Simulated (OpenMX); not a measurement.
# Zr under changes of volume

One of the cells (23.281 Å³/atom); the others are scaled copies at fixed shape and fractional positions:

```
Zr
1.0
     3.23200    0.00000    0.00000
    -1.61600    2.79899    0.00000
     0.00000    0.00000    5.14700
Zr
2
Cartesian
  1.6160 0.9330 3.8603
  0.0000 1.8660 1.2868
```

```yaml
Program: OpenMX 3.8.5
Functional: PBE
Potentials_or_basis: OpenMX 2013 PBE set, Zr7.0-s3p2d2f1, fixed grid of 35 × 35 × 63 points
k_mesh: 9 × 9 × 5
Occupations: fermi-dirac, width 0.05 eV
Spin: no spin polarisation
```

| volume (Å³/atom) | energy over the lowest point (meV/atom) | largest force (eV/Å) |
| --- | --- | --- |
| 21.884 | 35.00 | 0.007 |
| 22.350 | 16.61 | 0.006 |
| 22.815 | 5.12 | 0.010 |
| 23.281 | 0.00 | 0.007 |
| 23.746 | 0.69 | 0.007 |
| 24.212 | ? | ? |
| 24.678 | 17.81 | 0.006 |

Task: What does the run at 24.212 Å³/atom give?

Result: Energy over the lowest point 6.76 meV/atom; largest force 0.011 eV/Å.

Worked out: A Birch-Murnaghan fit of order 3 (a polynomial in V^(-2/3)) to the other rows has its minimum at 23.45 Å³/atom with B0 = V·E''(V) = 98 GPa and B' = 3.2 at fixed shape and positions, which overstates the stiffness. It gives 6.77 meV/atom at 24.212 Å³/atom, against the run's 6.76.

Energies are extrapolated to zero smearing.

Caveats: the basis of atomic orbitals isn't converged, which shifts pressures, moduli and gaps.
